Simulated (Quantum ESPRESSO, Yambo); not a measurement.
# Quasiparticle gap of As (buckled honeycomb monolayer) in Yambo, part 2 of 2

Aim: the G0W0 gap of As (buckled honeycomb monolayer) on PBE, step by step.

Quantum ESPRESSO 7.5 and Yambo 5.3.0; PBE and many-body steps on it, plane waves. Known limits of the many-body steps: not at the basis limit; no spin-orbit coupling.

So far. Step 3 (Bands along the symmetry lines): The gap is 1.630 eV, −0.015 eV from the run before at this level. Step 4 (Empty states on the mesh, 6×6×1 mesh, 97 bands): On this mesh the gap is 1.646 eV.

### Step 5. Conversion and set-up

This step: Yambo 5.3.0; conversion and set-up on PBE, plane waves, norm-conserving pseudopotentials.

The states are converted to the many-body program's format and the q mesh is built.

Run with:

```console
$ (cd o/x.save; p2y > p2y.log; mv SAVE ../..); yambo > setup.log
```

Output:

```text
 Yambo, version 5.3.0

 [02] CORE Variables Setup
 =========================

  [02.01] Unit cells
  ==================

  Cell kind             :  HCP
  Atoms in the cell     :  As
  number of As atoms    :  2

  List of atomic masses
  Mass of As    :  74.92200

  List of atomic coordinates    : [cc]
  As1       : -0.34122E-09   3.9400       11.914      order 1
  As2       :   3.41216   1.97001  14.54168  order 2

  Alat factors          :   6.82431   5.91003  26.45617 [a.u.]
  Direct lattice volume :   1067.03    [a.u.]
  Direct lattice vectors:  A[ 1 ]  A[ 2 ]  A[ 3 ]
   A[ 1 ]:  1.000000  0.000000  0.000000  [iru]
   6.824311  0.000000  0.000000  [cc]
   A[ 2 ]: -0.500000  1.000000  0.000000  [iru]
  -3.412155  5.910027  0.000000  [cc]
   A[ 3 ]:  0.000000  0.000000  1.000000  [iru]
    0.00000   0.00000  26.45617  [cc]

  Recip. lattice volume :  0.232469 [a.u.]
  Recip. lattice vectors:  B[ 1 ]  B[ 2 ]  B[ 3 ]
   B[ 1 ]:  1.000000  0.500000  0.000000  [iku]
   0.920706  0.531570 -0.000000  [cc]
   B[ 2 ]:  0.000000  1.000000  0.000000  [iku]
   0.000000  1.063140  0.000000  [cc]
   B[ 3 ]:  0.000000  0.000000  1.000000  [iku]
   0.000000 -0.000000  0.237494  [cc]

  [02.02] Symmetries
  ==================

  Inversion symmetry    : yes
  Spatial inversion     : yes
  Inversion index       :   7
  K-space Time-reversal : no
  Magnetic symmetries   : no
  Group table correct   : yes
  Symmetries units      :  [cc]

   [S  1]:   1.0000       0.0000       0.0000     -0.11455E-16   1.0000       0.0000       0.0000       0.0000       1.0000
   [S  2]:   1.0000       0.0000       0.0000     -0.11455E-16  -1.0000       0.0000       0.0000       0.0000      -1.0000
   [S  3]: -0.500000  0.866025  0.000000 -0.866025 -0.500000  0.000000  0.000000  0.000000  1.000000
[...]
[S 11]:  0.500000  0.866025  0.000000  0.866025 -0.500000  0.000000  0.000000  0.000000  1.000000
   [S 12]:  0.500000 -0.866025  0.000000 -0.866025 -0.500000  0.000000  0.000000  0.000000  1.000000

  [02.03] Reciprocal space
  ========================

  nG shells         :   6447
  nG charge         :  144181
  nG WFs            :  21351
  nC WFs            :  18060
  G-vecs. in first 80 shells:  [ Number ]
     1    3    5    7    9   15   27   39   41
    53   55   67   79   81   93   99  111  113
   125  137  149  161  167  169  181  193  205
[...]
809   811   823   835   859   865   877   889
  ...
  Shell energy in first 80 shells:  [ mHa ]
[...]
4971.20      5080.71      5086.20      5107.81      5114.40      5199.01      5331.23      5337.82      5340.01
    5527.54      5537.43      5672.94      5756.45      5760.84      5791.24      6092.67      6101.46      6240.27
    6321.58      6345.39      6461.49      6468.08      6776.11      6781.60      6809.80      6891.11
  ...

  [02.04] K-grid lattice
  ======================

[...]
K/Q-points units:
  rlu = crystal or reduced units; cc = cartesian coordinates; iku = interal k-units

  K [1]          [rlu]:  0.000000  0.000000  0.000000
         WF components:  18001
  K [2]          [rlu]:  0.000000  0.166667  0.000000
         WF components:  17989
  K [3]          [rlu]:  0.000000  0.333333  0.000000
         WF components:  18027
  K [4]          [rlu]:  0.000000 -0.500000  0.000000
         WF components:  18060
  K [5]          [rlu]:  0.166667  0.166667  0.000000
         WF components:  18003
  K [6]          [rlu]:  0.166667  0.333333  0.000000
         WF components:  18020
  K [7]          [rlu]:  0.333333  0.333333  0.000000
         WF components:  18033

  [02.05] Energies & Occupations
  ==============================

  [X] === General ===
  [X] Electronic Temperature                        :  0.000000  0.000000 [eV K]
  [X] Bosonic    Temperature                        :  0.000000  0.000000 [eV K]
  [X] Finite Temperature mode                       : no
  [X] El. density                                   :  0.29092E+24 [cm-3]
  [X] Fermi Level                                   : -0.908984 [eV]

  [X] === Gaps and Widths ===
  [X] Conduction Band Min                           :  1.645614 [eV]
  [X] Valence Band Max                              :  0.000000 [eV]
  [X] Filled Bands                                  :  23
  [X] Empty Bands                                   :   24   97
  [X] Direct Gap                                    :  1.948162 [eV]
  [X] Direct Gap localized at k                     :  1
  [X] Indirect Gap                                  :  1.645614 [eV]
  [X] Indirect Gap between kpts                     :  1  3
  [X] Last valence band width                       :  1.964014 [eV]
  [X] 1st conduction band width                     :  1.151044 [eV]

  E @ K [1]:  [eV]
  -184.7066 -184.7060 -128.1046 -128.1046 -128.1022 -128.1022 -128.0466 -128.0445
[...]
occ @ K [1]
[...]
E @ K [2]:  [eV]
[...]
occ @ K [2]
[...]
E @ K [3]:  [eV]
[...]
occ @ K [3]
[...]
E @ K [4]:  [eV]
[...]
occ @ K [4]
[...]
E @ K [5]:  [eV]
[...]
occ @ K [5]
[...]
E @ K [6]:  [eV]
[...]
occ @ K [6]
[...]
E @ K [7]:  [eV]
[...]
occ @ K [7]
[...]
0.000000  0.000000  0.000000  0.000000  0.000000  0.000000  0.000000  0.000000
   0.000000  0.000000  0.000000  0.000000  0.000000  0.000000  0.000000  0.000000

 [03] Transferred momenta grid and indexing
 ==========================================

 IBZ Q-points                                      :   7
 BZ  Q-points                                      :   36

 K/Q-points units:
 rlu = crystal or reduced units; cc = cartesian coordinates; iku = interal k-units

 Q [1]          [rlu]:  0.000000  0.000000  0.000000
 Q [2]          [rlu]: -0.22044E-17  0.16667       0.0000
 Q [3]          [rlu]: -0.44089E-17  0.33333       0.0000
 Q [4]          [rlu]:  0.66133E-17 -0.50000       0.0000
 Q [5]          [rlu]:  0.166667  0.166667  0.000000
 Q [6]          [rlu]:  0.166667  0.333333  0.000000
 Q [7]          [rlu]:  0.333333  0.333333  0.000000

  [03.01] X indexes
  =================

   [03.01.01] Sigma indexes
   ========================

 [06] Game Over & Game summary
```

It took 2.1 s on 1 MPI rank of Arm Neoverse V2, shared host; peak memory 0.26 GiB.

### Step 6. Screening and self-energy, 6×6×1 mesh, 97 bands, screening to 108.8 eV

Now the one-shot GW correction: screening in the RPA, then the self-energy of the levels asked for.

This step: G0W0 on PBE, plane waves, norm-conserving pseudopotentials.

gw1.in reads:

```
HF_and_locXC
gw0
dyson
ppa
em1d
rim_cut
rim_w
RandQpts= 3000000
RandGvec= 100 RL
CUTGeo= "slab z"
RandGvecW= 9 RL
EXXRLvcs= 100 Ry
VXCRLvcs= 400 Ry
Chimod= "HARTREE"
% BndsRnXp
 1 | 97 |
%
NGsBlkXp= 8 Ry
% LongDrXp
 1 | 1 | 0 |
%
% GbndRnge
 1 | 97 |
%
DysSolver= "n"
ExtendOut
PPAPntXp= 27.21138 eV
% QPkrange
 1 | 7 | 21 | 26 |
%
```

Run with:

```console
$ OMP_NUM_THREADS=1 mpirun -n 4 yambo -F gw1.in -J gw1 -C gw1 > gw1.log
```

Output:

```text
 Yambo, version 5.3.0

 [02] CORE Variables Setup
 =========================

  [... cell, symmetries and grids as in the set-up ...]

  [02.05] Energies & Occupations
  ==============================

  [X] === General ===
  [X] Electronic Temperature                        :  0.000000  0.000000 [eV K]
  [X] Bosonic    Temperature                        :  0.000000  0.000000 [eV K]
  [X] Finite Temperature mode                       : no
  [X] El. density                                   :  0.29092E+24 [cm-3]
  [X] Fermi Level                                   : -0.908984 [eV]

  [X] === Gaps and Widths ===
  [X] Conduction Band Min                           :  1.645614 [eV]
  [X] Valence Band Max                              :  0.000000 [eV]
  [X] Filled Bands                                  :  23
  [X] Empty Bands                                   :   24   97
  [X] Direct Gap                                    :  1.948162 [eV]
  [X] Direct Gap localized at k                     :  1
  [X] Indirect Gap                                  :  1.645614 [eV]
  [X] Indirect Gap between kpts                     :  1  3
  [X] Last valence band width                       :  1.964014 [eV]
  [X] 1st conduction band width                     :  1.151044 [eV]

 [03] Transferred momenta grid and indexing
 ==========================================

 IBZ Q-points                                      :   7
 BZ  Q-points                                      :   36

 K/Q-points units:
 rlu = crystal or reduced units; cc = cartesian coordinates; iku = interal k-units

 Q [1]          [rlu]:  0.000000  0.000000  0.000000
 Q [2]          [rlu]: -0.22044E-17  0.16667       0.0000
 Q [3]          [rlu]: -0.44089E-17  0.33333       0.0000
 Q [4]          [rlu]:  0.66133E-17 -0.50000       0.0000
 Q [5]          [rlu]:  0.166667  0.166667  0.000000
 Q [6]          [rlu]:  0.166667  0.333333  0.000000
 Q [7]          [rlu]:  0.333333  0.333333  0.000000

 [04] Coloumb potential Random Integration (RIM)
 ===============================================

 Performing RIM of v_slab

  [04.01] RIM initialization
  ==========================

  * Diagonal components only detected *

  8 x (sBL volume)        :  0.051660 [a.u.]
  sBZ random points       :  3000000
  Points outside the sBZ  :  24001124
  RL volume               :  0.232469 [a.u.]
  Integrated volume       :  0.232458 [a.u.]

  [04.02] RIM integrals
  =====================

  Gamma point sphere radius             :  0.041605 [a.u.]
  Points outside the sphere             :  2398760
  [Int_sBZ(q=0) 1/q^2]*(Vol_sBZ)^(-1/3) =:  7.487854
                                 should be <:  7.795600

  Summary of Coulomb integrals for non-metallic bands |Q|[au] RIM/Bare

  Q [1] 0.100000E-4 0.960523 * Q [2] 0.177190 0.997424
  Q [5] 0.306902 1.024725 * Q [3] 0.354380 1.023555
  Q [6] 0.468801 1.017765 * Q [4] 0.531570 1.014447
  Q [7] 0.613804 1.011452
  Non-periodic chartesian directions : none
  Optical renormalization            :  26.45617 [au]
  Polarizability dimension           : length

 [05] Coloumb potential CutOffslab
 =================================

 Cut directionsZ
 Slab Cutoff:Z
 Symmetry test passed : yes

 [06] Dipoles
 ============

  [06.01] Setup: observables and procedures
  =========================================

 [07] Dynamic Dielectric Matrix (PPA)
 ====================================

 [WR./gw1//ndb.pp]---------------------------------------------------------------
  Brillouin Zone Q/K grids (IBZ/BZ)                :    7   36    7   36
  RL vectors                                       :  21365 [WF]
  Coulomb cutoff potential                         : slab z
  Electronic Temperature                           :  0.000000 [K]
  Bosonic    Temperature                           :  0.000000 [K]
  PPA    diel. fun.  energies                      : Perdew, Burke & Ernzerhof(X)+Perdew, Burke & Ernzerhof(C)
  wavefunctions                                    : Perdew, Burke & Ernzerhof(X)+Perdew, Burke & Ernzerhof(C)
  Global Gauge                                     : length
  X matrix size                                    :   403
  X band range                                     :    1   97
  X e/h energy range                               : -1.000000 -1.000000 [eV]
  X Time ordering                                  : R
  X Hxc Kernel                                     : HARTREE
  X Drude frequency                                :  0.000000  0.000000
  X poles                                          :  100.0000 [o/o]
  RL vectors in the sum                            :  21365
  [r,Vnl] included                                 : yes
  Field direction                                  :  0.707107E-5  0.707107E-5   0.00000
  BZ energy Double Grid                            : no
  BZ energy DbGd points                            : 0
  BZ Q point size factor                           : -1.000000
  X Optical Averaged directions                    : none

 [08] Local Exchange-Correlation + Non-Local Fock
 ================================================

 [VXC] Plane waves :  144181
 [EXS] Plane waves :  18025

 QP @ state[ 1 ] K range:   1   7
 QP @ state[ 1 ] b range:  21  26

 [xc] Functional : Perdew, Burke & Ernzerhof(X)+Perdew, Burke & Ernzerhof(C)
 [xc] LIBXC used to calculate xc functional
  PP Number of Atomic Species                      :  1
  NLCC RL compoments                               :  144181
  PP Number of Atomic Species                      :  1
  NLCC RL compoments                               :  144181

 [xc] E_xc :  -47.81823 [Ha]
      E_xc :  -95.63646 [Ry]

  Local XC kind (lXC) : Perdew, Burke & Ernzerhof(X)+Perdew, Burke & Ernzerhof(C)
  Non-Local XC kind (nlXC) : Hartree-Fock

  Corrections @ K [1] :  [eV]
 <21|nlXC|21> = -13.00352 -0.11129E-16 <21|lXC|21> = -10.91195  0.18882E-15
 <22|nlXC|22> = -15.29571 -0.10316E-17 <22|lXC|22> = -14.05398  0.000000
 <23|nlXC|23> = -15.29574 -0.99642E-17 <23|lXC|23> = -14.05401 -0.23602E-16
 <24|nlXC|24> = -8.947748  0.80751E-19 <24|lXC|24> = -12.75030  0.56645E-15
 <25|nlXC|25> = -8.849145 -0.32100E-17 <25|lXC|25> = -13.27564  0.18882E-15
 <26|nlXC|26> = -8.849092  0.93755E-18 <26|lXC|26> = -13.27565  0.94408E-16

  Corrections @ K [2] :  [eV]
 <21|nlXC|21> = -14.85189  0.18544E-17 <21|lXC|21> = -12.69756  0.000000
 <22|nlXC|22> = -15.18670 -0.12895E-16 <22|lXC|22> = -13.68526 -0.94408E-16
 <23|nlXC|23> = -13.42612 -0.34915E-17 <23|lXC|23> = -11.45194  0.000000
 <24|nlXC|24> = -8.345650  0.38434E-17 <24|lXC|24> = -12.14218  0.18882E-15
[...]
Corrections @ K [3] :  [eV]
[...]
Corrections @ K [4] :  [eV]
[...]
Corrections @ K [5] :  [eV]
[...]
Corrections @ K [6] :  [eV]
[...]
Corrections @ K [7] :  [eV]
[...]
<22|nlXC|22> = -15.04136  0.11100E-17 <22|lXC|22> = -12.50545  0.44254E-17
 <23|nlXC|23> = -15.04136 -0.17944E-16 <23|lXC|23> = -12.50546 -0.14161E-15
 <24|nlXC|24> = -6.948929 -0.15767E-17 <24|lXC|24> = -10.54611  0.23602E-16
 <25|nlXC|25> = -7.015169 -0.48371E-18 <25|lXC|25> = -11.54923  0.000000
 <26|nlXC|26> = -7.015168  0.18473E-17 <26|lXC|26> = -11.54923  0.47204E-16

  [08.01] Hartree-Fock occupations report
  =======================================

  [Hartree-Fock] === General ===
  [Hartree-Fock] Electronic Temperature             :  0.000000  0.000000 [eV K]
  [Hartree-Fock] Bosonic    Temperature             :  0.000000  0.000000 [eV K]
  [Hartree-Fock] Finite Temperature mode            : no
  [Hartree-Fock] El. density                        :  0.29092E+24 [cm-3]
  [Hartree-Fock] Fermi Level                        : -0.908984 [eV]

  [Hartree-Fock] === Gaps and Widths ===
  [Hartree-Fock] Conduction Band Min                :  5.048052 [eV]
  [Hartree-Fock] Valence Band Max                   : -1.241730 [eV]
  [Hartree-Fock] Filled Bands                       :  23
  [Hartree-Fock] Empty Bands                        :   24   97
  [Hartree-Fock] Direct Gap                         :  6.992442 [eV]
  [Hartree-Fock] Direct Gap localized at k          :  1
  [Hartree-Fock] Indirect Gap                       :  6.289781 [eV]
  [Hartree-Fock] Indirect Gap between kpts          :  1  3
  [Hartree-Fock] Last valence band width            :  3.258183 [eV]
  [Hartree-Fock] 1st conduction band width          :  1.456624 [eV]

 [09] Dyson equation: Newton solver
 ==================================

  [09.01] RIM-W interpolation
  ===========================

  [WARNING] RIM-W works only for 2D semiconductors with slab cutoff
  Found compatible q grid: 2D
  q_min[ 1 ]:  0.16667      0.67361E-12   0.0000     [rlu]
   0.166667  0.083333  0.000000 [iku]
  q_min[ 2 ]:  0.22044E-17  0.16667       0.0000     [rlu]
   0.22044E-17  0.16667       0.0000     [iku]
  G-vectors :   9
  G-vectors loaded:   63
  Number of interpolated frequencies:  2

  Evaluating coefficients q = 0
  Evaluating coefficients q = 0

  [09.02] RIM-W integrals
  =======================

  8 x (sBL volume)        :  0.051660 [a.u.]
  sBZ random points       :  3000000
  Points outside the sBZ  :  24001124
  RL volume               :  0.232469 [a.u.]
  Integrated volume       :  0.232458 [a.u.]

  [09.03] RIM integrals
  =====================

  Comparison between head Wc = W - v averages: < Wc > [au] RIM-W/RIM

   < -Wc [Q = 1] > 0.364186E-1 0.483167E-4 * < -Wc [Q = 2] > 0.005331 0.005141
   < -Wc [Q = 3] > 0.976398E-3 0.955237E-3 * < -Wc [Q = 4] > 0.326122E-3 0.322293E-3
   < -Wc [Q = 5] > 0.001433 0.001399 * < -Wc [Q = 6] > 0.469513E-3 0.464502E-3
   < -Wc [Q = 7] > 0.218597E-3 0.217127E-3

  Comparison between head Wc = W - v averages: < Wc > [au] RIM-W/RIM

   < -Wc [G = 1,G`=0] > 0.364186E-1 0.483167E-4 * < -Wc [G = 2,G`=0] >-0.002021 0.000000
   < -Wc [G = 3,G`=0] >-0.002020 0.000000 * < -Wc [G = 4,G`=0] > 0.698999E-4  0.00000
   < -Wc [G = 5,G`=0] > 0.698800E-4  0.00000 * < -Wc [G = 6,G`=0] > 0.508393E-4  0.00000
   < -Wc [G = 7,G`=0] > 0.508636E-4  0.00000 * < -Wc [G = 8,G`=0] >-0.165395E-4  0.00000
   < -Wc [G = 9,G`=0] >-0.165417E-4  0.00000

 [10] G0W0 (W PPA)
 =================

 [  GW  ] Bands range     :    1   97
 [GW/PPA] G damping       :  0.100000 [eV]

 QP @ state[ 1 ] K range:   1   7
 QP @ state[ 1 ] b range:  21  26

  Sc/G bands                                       :    1   97
  Sc/G damping                                     :  0.100000 ev
  Sc bands terminator                              : no
  Sx RL components                                 :  18025

  QP @ state[ 1 ] K range                          :   1   7
  QP @ state[ 1 ] b range                          :  21  26
  GF energies kind                                 : Perdew, Burke & Ernzerhof(X)+Perdew, Burke & Ernzerhof(C)
  GF WF`s kind                                     : Perdew, Burke & Ernzerhof(X)+Perdew, Burke & Ernzerhof(C)
  Xs energies kind                                 : Perdew, Burke & Ernzerhof(X)+Perdew, Burke & Ernzerhof(C)
  Xs WF`s kind                                     : Perdew, Burke & Ernzerhof(X)+Perdew, Burke & Ernzerhof(C)

 [14] Game Over & Game summary
```

Elapsed: 7.3 min, on 4 MPI ranks; peak memory 4.2 GiB.

This step gave:

| Quantity | Value |
| --- | --- |
| G0W0 gap on the mesh | 2.549 eV |
| starting gap on the mesh | 1.646 eV |
| k of the valence top | 0, 0, 0 |
| k of the conduction bottom | 0, 0.3333, 0 |
| least direct G0W0 gap on the computed points | 3.037 eV |
| Z at the valence top | 0.7367 |
| Z at the conduction bottom | 0.7438 |

The gap on the mesh goes from 1.65 eV to 2.55 eV, a correction of +0.90 eV.

Limits: finite bands, cutoff and mesh; no spin-orbit coupling. v1 is the top filled band, c1 the lowest empty one. Levels before and after the correction, in eV, zero at the valence-band top of each column:

```
           conduction bottom  valence top
Kohn-Sham               1.65         0.00
     G0W0               2.55         0.00
```

```
                    level  energy (eV)
Kohn-Sham            Γ v3       -0.522
Kohn-Sham         Γ v2-v1        0.000
Kohn-Sham            Γ c1        1.948
Kohn-Sham         Γ c2-c3        3.500
Kohn-Sham  (0 0.333 0) v3       -3.578
Kohn-Sham  (0 0.333 0) v2       -1.527
Kohn-Sham  (0 0.333 0) v1       -0.745
Kohn-Sham  (0 0.333 0) c1        1.646
Kohn-Sham  (0 0.333 0) c2        3.865
Kohn-Sham  (0 0.333 0) c3        4.531
     G0W0            Γ v3       -0.945
     G0W0         Γ v2-v1        0.000
     G0W0            Γ c1        3.037
     G0W0         Γ c2-c3        4.758
     G0W0  (0 0.333 0) v3       -3.945
     G0W0  (0 0.333 0) v2       -1.666
     G0W0  (0 0.333 0) v1       -1.004
     G0W0  (0 0.333 0) c1        2.549
     G0W0  (0 0.333 0) c2        4.857
     G0W0  (0 0.333 0) c3        5.814
```

### Step 7. Where the time went

Times are wall times on the hardware named with each run, good to a factor of about two.

```
                          step     time  share  memory (GiB)
                  ground state     38 s    7 %          0.78
bands along the symmetry lines     14 s    3 %          0.54
      empty states on the mesh     24 s    5 %          0.94
         conversion and set-up    2.1 s    0 %          0.26
     screening and self-energy  7.3 min   85 %           4.2
```

### Step 8. Summary of results

```json
{"PBE gap": "1.63 eV, indirect", "G0W0 gap on the mesh": "2.55 eV", "GW settings": "6×6×1 mesh, 97 bands, screening to 108.8 eV, Godby-Needs plasmon pole", "known limits": "not at the basis limit; no spin-orbit coupling"}
```

G0W0 moves the gap on the mesh from 1.65 eV to 2.55 eV (+0.90 eV), with Z of 0.74 and 0.74 at the edges. The dearest step here is «screening and self-energy». Bands and cutoff are finite, so the gap is not at the basis limit. The miss can reach some tenths of an eV and take either sign; the mesh is an error of its own. The many-body steps are scalar-relativistic: spin-orbit coupling is not in them.

[Paths, hosts, dates, memory and timing lines, banners, echoed tables and standing remarks are left out of the program output.]

[Logs are printed without paths, hosts, clocks, repeated set-up lines and the standing remarks that a program may print on its own settings, such as how far it seeks lower states.]

[Runs of the session that timed out or met a known fault of the program may be left out.]

[Hosts, paths, dates, database ids (printed as entryN), source tags and the programs' standing remarks are cut or masked in the printed files.]
